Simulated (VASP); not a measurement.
**WC: relaxation of cell and atoms with PBE**

WC:

```xyz
2
Lattice="2.9238 0.0000 0.0000 -1.4619 2.5321 0.0000 0.0000 0.0000 2.8496" Properties=species:S:1:pos:R:3 pbc="T T T"
W     0.0000    0.0000    0.0000
C     1.4619    0.8440    1.4248
```

- Program: VASP 6.6.1
- Task: relaxation of cell and atoms
- Functional: PBE
- Potentials or basis: VASP PAW PBE potentials, release 64 (W_sv, C_h)
- Cutoff: 900 eV
- k mesh: 18 × 18 × 14
- Occupations: gaussian, width 0.1 eV
- Spin: no spin polarisation
- Further INCAR settings: ALGO = Fast; EDIFF = 1e-07; IBRION = 2; EDIFFG = -0.002; NSW = 80; ISIF = 3

```json
{
 "Relaxed volume": "10.55 Å³/atom",
 "Relaxed cell": "a = 2.924 Å, b = 2.924 Å, c = 2.850 Å, α = 90.00°, β = 90.00°, γ = 120.00°",
 "Space group after relaxing (to 0.05 Å)": "P-6m2 (No. 187)",
 "Energy gained by relaxing": "0.0 meV/atom",
 "Ionic steps": "3",
 "Pressure after relaxing": "0.0 GPa",
 "Band gap on the k mesh": "none (metal or under the smearing width)"
}
```

Final structure:
```
W C
1.0
     2.92387    0.00000    0.00000
    -1.46194    2.53215    0.00000
     0.00000    0.00000    2.84971
W C
1 1
Cartesian
  0.0000 0.0000 2.8497
  1.4619 0.8440 1.4249
```

Levels at points of the mesh, in eV from the Fermi level:
| k point | band 5 | band 6 | band 7 | band 8 | band 9 | band 10 | band 11 | band 12 | band 13 |
| --- | --- | --- | --- | --- | --- | --- | --- | --- | --- |
| (0.00, 0.00, 0.00) | -14.31 | -4.20 | -3.26 | -3.26 | 0.11 | 3.17 | 3.17 | 5.55 | 5.55 |
| (0.50, 0.00, 0.00) | -11.02 | -6.94 | -3.52 | -3.48 | -0.46 | 2.31 | 4.43 | 4.77 | 6.78 |
| (0.00, 0.00, 0.50) | -10.37 | -8.53 | -1.97 | -1.97 | -0.55 | -0.55 | 3.63 | 4.49 | 4.49 |
| (0.50, 0.00, 0.50) | -11.17 | -6.34 | -4.23 | -4.14 | 0.27 | 4.33 | 5.20 | 6.50 | 9.02 |

Run time: 2.6 min on 1 thread of Intel(R) Xeon(R) Platinum 8559C (Emerald Rapids) (shared host), peak memory 0.33 GiB.

Caveat: the cutoff is under 1.25 times the usual one of these potentials, so pressure, stress and relaxed cells hold a basis-set (Pulay) error. The run has no spin-orbit coupling, so splittings on W are missing.
